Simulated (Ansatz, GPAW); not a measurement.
# Ballistic transport through benzene-1,4-dithiol between two Al chains, from relaxation to T(E), part 4 of 4

How well does benzene-1,4-dithiol between two Al chains conduct once its atoms have relaxed, and how much do cheaper levels lose?

GPAW 26.7.0 and Ansatz 0.2.0; Ansatz plane waves; relaxation of the junction with the lead ends held; PAW set soft_1 (the session's first sound run).

So far, transmission at the Fermi level (one spin): step 3 (plane waves, PBE) 0.0149; step 5 (single-zeta polarised basis, PBE, GPAW) 0.0178; step 6 (minimal basis, PBE, GPAW) 0.0203; step 7 (RPBE in the dzp basis: xc = "RPBE") 0.0159; step 8 (the structure as built: geometry = "as built", PBE, GPAW) 0.137. Also open channels of the lead at the Fermi level (one spin): 2 in steps 3, 4 and 7.

### Step 11. Potential alignment off

Without the shift, lead and junction are matched by their Fermi levels alone.

This step: GPAW LCAO, PAW setups; Landauer transmission from Green's functions with principal layers (ASE), zero bias (GPAW 26.7.0).

run.py reads:

```python
import json
import numpy as np
from ase import Atoms
from ase.transport.calculators import TransportCalculator
from gpaw import GPAW, FermiDirac
from gpaw.lcao.tools import get_lcao_hamiltonian
from scipy.linalg import eigh

# The junction with lead layers at both ends, along the third cell vector
device = Atoms(
    ['Al', 'Al', 'Al', 'Al', 'Al', 'Al', 'Al', 'S', 'H', 'C', 'C', 'H', 'C', 'C', 'H', 'C', 'C', 'H', 'S', 'Al', 'Al', 'Al', 'Al', 'Al', 'Al', 'Al'],
    positions=[
        [5.71513, 4.50000, 1.20000],
        [5.71513, 4.50000, 3.60000],
        [5.71513, 4.50000, 6.00000],
        [5.71513, 4.50000, 8.40000],
        [5.71513, 4.50000, 10.80000],
        [4.40427, 4.79659, 12.99334],
        [5.51360, 4.62262, 15.36355],
        [4.18074, 5.11349, 17.10148],
        [7.09493, 5.05077, 17.86699],
        [5.07053, 5.05031, 18.64466],
        [6.46849, 5.04681, 18.76166],
        [3.21589, 5.06299, 19.75314],
        [4.30412, 5.05886, 19.82307],
        [7.07784, 5.05040, 20.01402],
        [8.16606, 5.04759, 20.08399],
        [4.91341, 5.08047, 21.07546],
        [6.31137, 5.07636, 21.19208],
        [4.28757, 5.11214, 21.96973],
        [7.19981, 5.17247, 22.73485],
        [5.89009, 4.61464, 24.47029],
        [6.99813, 4.84715, 26.83784],
        [5.71513, 4.50000, 29.04109],
        [5.71513, 4.50000, 31.44109],
        [5.71513, 4.50000, 33.84109],
        [5.71513, 4.50000, 36.24109],
        [5.71513, 4.50000, 38.64109]],
    cell=[[11.43027, 0.0, 0.0], [0.0, 9.0, 0.0], [0.0, 0.0, 39.84109]],
    pbc=True)

# One principal layer of the lead: the first 4 atoms of the device
lead = Atoms(
    ['Al', 'Al', 'Al', 'Al'],
    positions=[
        [5.71513, 4.50000, 1.20000],
        [5.71513, 4.50000, 3.60000],
        [5.71513, 4.50000, 6.00000],
        [5.71513, 4.50000, 8.40000]],
    cell=[[11.43027, 0.0, 0.0], [0.0, 9.0, 0.0], [0.0, 0.0, 9.6]],
    pbc=True)

settings = dict(mode='lcao', basis='dzp', xc='PBE', h=0.2,
                occupations=FermiDirac(0.1), maxiter=250,
                mixer=dict(beta=0.1, nmaxold=8, weight=100.0),
                convergence=dict(density=0.0001))
energies = np.arange(-2, 2 + 1e-9, 0.025)
eta = 0.0001
n1, n2 = 1, 1
# k and -k transmit alike, so half of the mesh across the current serves
mesh = [(i, j) for i in range(n1) for j in range(n2) if (i, j) <= (-i % n1, -j % n2)]
weights = np.array([1 if (i, j) == (-i % n1, -j % n2) else 2 for i, j in mesh]) / (n1 * n2)

# [... helper functions left out ...]
fermi_lead = ground_state(lead, (1, 1, 12), 'lead.txt')
fermi_device = ground_state(device, (1, 1, 2), 'device.txt')
# [... loop over the mesh left out, but for ...]
        # Lead and device are aligned by their Fermi levels alone
        shift = 0.0
# [...]
kT = 8.617333e-5 * 300
bias = [0.1, 0.2, 0.5, 1.0, 1.5, 2.0]
# [... integrals and printing left out ...]
```

On the command line:

```bash
$ OMP_NUM_THREADS=1 OPENBLAS_NUM_THREADS=1 python run.py
```

Output:

```text
basis functions: device 306, principal layer 52
Fermi level: lead -3.3508 eV, device -3.1541 eV; lead shifted by 0.0000 eV
largest coupling past the next layer 1.49e-15 eV, largest misfit of the first layer 0.077 eV
  E-E_F (eV)   T (one spin)  channels
    -2.000    2.1937e-03    1.0000
    -1.975    2.0937e-03    1.0000
    -1.950    1.9824e-03    1.0000
    -1.925    1.8573e-03    1.0000
    -1.900    1.7159e-03    1.0000
    -1.875    1.5559e-03    1.0000
    -1.850    1.3752e-03    1.0000
    -1.825    1.1730e-03    1.0000
    -1.800    9.5104e-04    1.0000
    -1.775    7.1486e-04    1.0000
    -1.750    4.7624e-04    1.0000
    -1.725    2.5560e-04    1.0000
    -1.700    8.3808e-05    1.0000
    -1.675    1.7353e-06    1.0000
    -1.650    5.5093e-05    1.0000
    -1.625    2.8256e-04    1.0000
[...]
1.825    1.3939e-01    3.0000
     1.850    1.4852e-01    3.0000
     1.875    1.5855e-01    3.0000
     1.900    1.6956e-01    3.0000
     1.925    1.8161e-01    3.0000
     1.950    1.9477e-01    3.0000
     1.975    2.0913e-01    3.0000
     2.000    2.2472e-01    3.0000
conductance at 300 K: 0.016358 G0 a cell; thermopower -20.43 uV/K
current from the zero-bias T(E) at 0.1 V: 0.12658 uA
current from the zero-bias T(E) at 0.2 V: 0.25224 uA
current from the zero-bias T(E) at 0.5 V: 0.62029 uA
current from the zero-bias T(E) at 1.0 V: 1.3194 uA
current from the zero-bias T(E) at 1.5 V: 2.3223 uA
current from the zero-bias T(E) at 2.0 V: 3.4798 uA
```

Wall time 2.4 min (1 thread of Intel Xeon Platinum 8375C at 2.90GHz (Ice Lake), shared host); peak memory 1.5 GiB.

This step gave:

- conductance: 0.01636 G₀
- thermopower: -20.43 μV/K
- largest coupling past the next principal layer: 1.49e-15 eV
- largest misfit of the first principal layer: 0.07700 eV
- shift that aligns the lead: 0 eV
- transmission at the Fermi level (one spin): 0.01643

One spin. The transmission, zone mean by energy, zero at the Fermi level:

energy (eV), transmission, zone mean and a bar:
```
   -2.000      0.002 
   -1.900      0.002 
   -1.800      0.001 
   -1.700      0.000 
   -1.600      0.001 
   -1.500      0.003 
   -1.400      0.003 
   -1.300      0.000 
   -1.200      0.000 
   -1.100      0.000 
   -1.000      0.000 
   -0.900      0.000 
   -0.800      0.000 
   -0.700      0.000 
   -0.600      0.000 
   -0.500      0.000 
   -0.400      0.000 
   -0.300      0.002 
   -0.200      0.006 #
   -0.100      0.012 ##
    0.000      0.016 ##
    0.100      0.021 ###
    0.200      0.025 ###
    0.300      0.030 ####
    0.400      0.036 #####
    0.500      0.044 ######
    0.600      0.051 #######
    0.700      0.056 ########
    0.800      0.059 ########
    0.900      0.060 ########
    1.000      0.060 ########
    1.100      0.060 ########
    1.200      0.061 ########
    1.300      0.063 ########
    1.400      0.068 #########
    1.500      0.075 ##########
    1.600      0.087 ############
    1.700      0.105 ##############
    1.800      0.131 #################
    1.900      0.170 #######################
    2.000      0.225 ##############################
```

Crossings of the lead's bands, unfolded to its shortest repeat. Table of open channels, zone mean by energy, zero at the Fermi level:

energy (eV), open channels, zone mean and a bar:
```
   -2.000       1.00 ##########
   -1.900       1.00 ##########
   -1.800       1.00 ##########
   -1.700       1.00 ##########
   -1.600       1.00 ##########
   -1.500       1.00 ##########
   -1.400       1.00 ##########
   -1.300       1.00 ##########
   -1.200       0.00 
   -1.100       0.00 
   -1.000       0.00 
   -0.900       0.00 
   -0.800       0.00 
   -0.700       0.00 
   -0.600       0.00 
   -0.500       0.00 
   -0.400       0.00 
   -0.300       2.00 ####################
   -0.200       2.00 ####################
   -0.100       2.00 ####################
    0.000       2.00 ####################
    0.100       2.00 ####################
    0.200       2.00 ####################
    0.300       2.00 ####################
    0.400       2.00 ####################
    0.500       2.00 ####################
    0.600       2.00 ####################
    0.700       2.00 ####################
    0.800       2.00 ####################
    0.900       2.00 ####################
    1.000       3.00 ##############################
    1.100       3.00 ##############################
    1.200       3.00 ##############################
    1.300       3.00 ##############################
    1.400       3.00 ##############################
    1.500       3.00 ##############################
    1.600       3.00 ##############################
    1.700       3.00 ##############################
    1.800       3.00 ##############################
    1.900       3.00 ##############################
    2.000       3.00 ##############################
```

Not self-consistent under bias; the bias window is split evenly. The current through one cell, from the zero-bias transmission by bias:

| bias (V) | current through one cell, from the zero-bias transmission (μA) |
| --- | --- |
| 0.100 | 0.127 |
| 0.200 | 0.252 |
| 0.500 | 0.620 |
| 1.000 | 1.32 |
| 1.500 | 2.32 |
| 2.000 | 3.48 |

Transmission of the three most open eigenchannels against energy, zero at the Fermi level:

| energy (eV) | channel 1 | channel 2 | channel 3 |
| --- | --- | --- | --- |
| -2.000 | 0.00219 | 0 | 0 |
| -1.900 | 0.00172 | 0 | 0 |
| -1.800 | 9.5e-4 | 0 | 0 |
| -1.700 | 8.4e-5 | 0 | 0 |
| -1.600 | 7.0e-4 | 0 | 0 |
| -1.500 | 0.00310 | 0 | 0 |
| -1.400 | 0.00309 | 0 | 0 |
| -1.300 | 1.5e-4 | 0 | 0 |
| -1.200 | 1.1e-9 | 0 | 0 |
| -1.100 | 2.3e-11 | 0 | 0 |
| -1.000 | 1.8e-12 | 0 | 0 |
| -0.900 | 0 | 0 | 0 |
| -0.800 | 1.8e-12 | 0 | 0 |
| -0.700 | 6.5e-11 | 0 | 0 |
| -0.600 | 1.2e-10 | 0 | 0 |
| -0.500 | 1.4e-12 | 0 | 0 |
| -0.400 | 2.0e-9 | 5.1e-11 | 0 |
| -0.300 | 0.00161 | 2.1e-5 | 0 |
| -0.200 | 0.00615 | 7.4e-5 | 0 |
| -0.100 | 0.0114 | 1.8e-4 | 0 |
| 0.000 | 0.0160 | 3.9e-4 | 0 |
| 0.100 | 0.0200 | 7.4e-4 | 0 |
| 0.200 | 0.0238 | 0.00127 | 0 |
| 0.300 | 0.0281 | 0.00204 | 0 |
| 0.400 | 0.0334 | 0.00310 | 0 |
| 0.500 | 0.0392 | 0.00453 | 0 |
| 0.600 | 0.0446 | 0.00637 | 0 |
| 0.700 | 0.0479 | 0.00854 | 0 |
| 0.800 | 0.0485 | 0.0108 | 0 |
| 0.900 | 0.0474 | 0.0128 | 7.9e-12 |
| 1.000 | 0.0469 | 0.0135 | 2.3e-5 |
| 1.100 | 0.0470 | 0.0132 | 7.1e-5 |
| 1.200 | 0.0486 | 0.0124 | 1.5e-4 |
| 1.300 | 0.0519 | 0.0113 | 2.8e-4 |
| 1.400 | 0.0577 | 0.00980 | 4.8e-4 |
| 1.500 | 0.0664 | 0.00828 | 7.5e-4 |
| 1.600 | 0.0791 | 0.00693 | 0.00106 |
| 1.700 | 0.0976 | 0.00588 | 0.00137 |
| 1.800 | 0.124 | 0.00515 | 0.00161 |
| 1.900 | 0.163 | 0.00471 | 0.00176 |
| 2.000 | 0.218 | 0.00451 | 0.00182 |

The conductance, 0.0164 G₀, lies 2.9 % below that of the dzp run.

### Step 12. Summary of results

| Item | Value |
| --- | --- |
| conductance | 0.0168 G₀ |
| transmission at the Fermi level, mean of the spins | 0.0170 |
| thermopower | -18.4 μV/K |
| open channels of the lead there | 2 |

In the dzp basis the junction conducts 0.0168 G₀ at 300 K, with T = 0.0170 a spin at the Fermi level; the szp basis reaches that conductance within 10 %. Relaxation moved atoms by up to 1.4 Å and took the conductance from 0.134 to 0.0168 G₀, as a ratio a larger change than the step from dzp to the minimal basis. Plane waves (PBE) give T = 0.0149 there. The scatterer reflects about 99 % of the incoming channels at the Fermi level. The negative thermopower says that the thermally weighted transmission is larger above the Fermi level, as for electron-like transport. Measured against the first run (pw-pbe), the nearest curve is that of dzp (r.m.s. 0.017) and the farthest that of szp (0.16). Over the compared runs wall time goes from 87 s (sz) to 148 s (dzp), on a shared host; the plane-wave run used 4 threads and the orbital runs 1. The leads kept an estimated spacing and the cell its length, so the junction may be under some tension or compression. Semilocal functionals put molecular levels too near the Fermi level, so such conductances usually come out too high, and chain electrodes have a sharper density of states than real ones. An evenly spaced straight chain is an idealisation: free chains tend to dimerise, zigzag or, where a band edge lies near the Fermi level, turn magnetic. The currents use the zero-bias T(E) throughout, which holds only while the bias is small against the distance to the nearest feature.

[Logs are printed without paths, hosts, clocks, repeated set-up lines and the standing remarks that a program may print on its own settings, such as how far it seeks lower states.]

[Hosts, paths, dates, database ids (printed as entryN), source tags and the programs' standing remarks are cut or masked in the printed files.]
